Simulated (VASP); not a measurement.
Mg: relaxation of the atoms with LDA

Slab: Mg, a slab with vacuum.

```xyz
16
Lattice="0.0000 6.6173 0.0000 -5.7308 -3.3087 0.0000 0.0000 0.0000 33.2793" Properties=species:S:1:pos:R:3 pbc="T T T"
Mg    0.0000    4.4115   13.0441
Mg   -2.8654    2.7572   13.0441
Mg    0.0000    1.1029   13.0441
Mg   -2.8654   -0.5514   13.0441
Mg   -4.7756    2.7572   15.4411
Mg   -1.9103    4.4115   15.4411
Mg   -4.7756   -0.5514   15.4411
Mg   -1.9103    1.1029   15.4411
Mg    0.0000    4.4115   17.8382
Mg   -2.8654    2.7572   17.8382
Mg    0.0000    1.1029   17.8382
Mg   -2.8654   -0.5514   17.8382
Mg   -4.7756    2.7572   20.2353
Mg   -1.9103    4.4115   20.2353
Mg   -4.7756   -0.5514   20.2353
Mg   -1.9103    1.1029   20.2353
```

The cell was built by a generator and needn't be a form met in nature.

```json
{
  "Program": "VASP 6.6.1",
  "Task": "relaxation of the atoms",
  "Functional": "LDA",
  "Potentials or basis": "VASP PAW LDA potentials, release 64 (Mg)",
  "Cutoff": "520 eV",
  "k mesh": "6 × 6 × 1",
  "Occupations": "methfessel-paxton, width 0.1 eV",
  "Spin": "no spin polarisation",
  "Dipole correction": "yes",
  "Further INCAR settings": "ALGO = Normal; EDIFF = 1e-07; IBRION = 2; EDIFFG = -0.02; NSW = 90"
}
```

```json
{"Energy gained by relaxing": "3.2 meV/atom", "Ionic steps": "9", "Band gap on the k mesh": "none (metal or under the smearing width)"}
```

Step by step:
```
step  energy change (eV)  largest force (eV/Å)  pressure (GPa)
   1              0.0000                0.1294           -0.82
   2             -0.0064                0.1180           -0.83
   3             -0.0210                0.0832           -0.88
   4             -0.0293                0.1384           -0.95
   5             -0.0361                0.1211           -0.97
   6             -0.0476                0.0725           -1.04
   7             -0.0484                0.0563           -1.06
   8             -0.0511                0.0262           -1.05
   9             -0.0519                0.0016           -1.04
```

Final structure:
```yaml
crystal:
  lattice:
    - [0.00000, 6.61732, 0.00000]
    - [-5.73077, -3.30866, 0.00000]
    - [0.00000, 0.00000, 33.27934]
  atoms:
    - { symbol: Mg, position: [0.66667, 0.00000, 0.38889] }
    - { symbol: Mg, position: [0.66667, 0.50000, 0.38889] }
    - { symbol: Mg, position: [0.16667, 0.00000, 0.38889] }
    - { symbol: Mg, position: [0.16667, 0.50000, 0.38889] }
    - { symbol: Mg, position: [0.83333, 0.83333, 0.46324] }
    - { symbol: Mg, position: [0.83333, 0.33333, 0.46324] }
    - { symbol: Mg, position: [0.33333, 0.83333, 0.46324] }
    - { symbol: Mg, position: [0.33333, 0.33333, 0.46324] }
    - { symbol: Mg, position: [0.66667, 0.00000, 0.53676] }
    - { symbol: Mg, position: [0.66667, 0.50000, 0.53676] }
    - { symbol: Mg, position: [0.16667, 0.00000, 0.53676] }
    - { symbol: Mg, position: [0.16667, 0.50000, 0.53676] }
    - { symbol: Mg, position: [0.83333, 0.83333, 0.61111] }
    - { symbol: Mg, position: [0.83333, 0.33333, 0.61111] }
    - { symbol: Mg, position: [0.33333, 0.83333, 0.61111] }
    - { symbol: Mg, position: [0.33333, 0.33333, 0.61111] }
```

Levels at points of the mesh, in eV from the Fermi level:
| k point | band 12 | band 13 | band 14 | band 15 | band 16 | band 17 | band 18 | band 19 |
| --- | --- | --- | --- | --- | --- | --- | --- | --- |
| (0.00, 0.00, 0.00) | -1.25 | -1.25 | -1.18 | -1.18 | -1.18 | -0.61 | 0.23 | 0.23 |
| (0.50, 0.00, 0.00) | -1.23 | -0.94 | -0.94 | 0.45 | 0.45 | 0.65 | 0.65 | 1.24 |

Run time: 17 min on 4 MPI ranks on Intel(R) Xeon(R) 6975P-C (Granite Rapids), with other jobs on the host, peak memory 0.88 GiB a rank.
